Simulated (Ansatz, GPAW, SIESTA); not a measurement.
Pb: 4 runs at one level of theory

```
Pb
1.0
     0.00000    3.43900    3.43900
     3.43900    0.00000    3.43900
     3.43900    3.43900    0.00000
Pb
2
Direct
  0.25000 0.25000 0.25000
  0.00000 0.00000 0.00000
```

This isn't the form of Pb at room conditions, which is fcc.

Alike in all runs: task band structure; functional PBEsol; k mesh 7 × 7 × 7; occupations fermi-dirac, width 0.05 eV; no spin polarisation; no spin-orbit coupling. Pressure is positive in compression and, in plane waves, holds the error of the finite cutoff, which Ansatz's Pulay term estimates and takes out.

```tsv
program and potentials	plane-wave cutoff (eV)	notes	pressure (GPa)
SIESTA, files PseudoDojo sr-pbesol-0.4.1-standard, DZP (energy shift 0.003 Ry; two zetas on semicore shells)	-	atomic basis	0.87
Ansatz, PAW datasets made for the crystal	240	-	0.46
Ansatz, all-electron LAPW, scalar-relativistic	-	-	0.46
GPAW, PAW data sets generated for this functional	600	-	0.13
```

The pressure spans 0.13 (GPAW, PAW data sets generated for this functional) to 0.87 GPa (SIESTA, files PseudoDojo sr-pbesol-0.4.1-standard, DZP (energy shift 0.003 Ry; two zetas on semicore shells)), with all-electron results at 0.46. Rows in atomic bases carry the error of their basis and grid, which can be large.

Differences between rows come from potentials, basis sets and numerical settings, since the functional is the same but for its coding. Runs on potential files found faulty are left out.
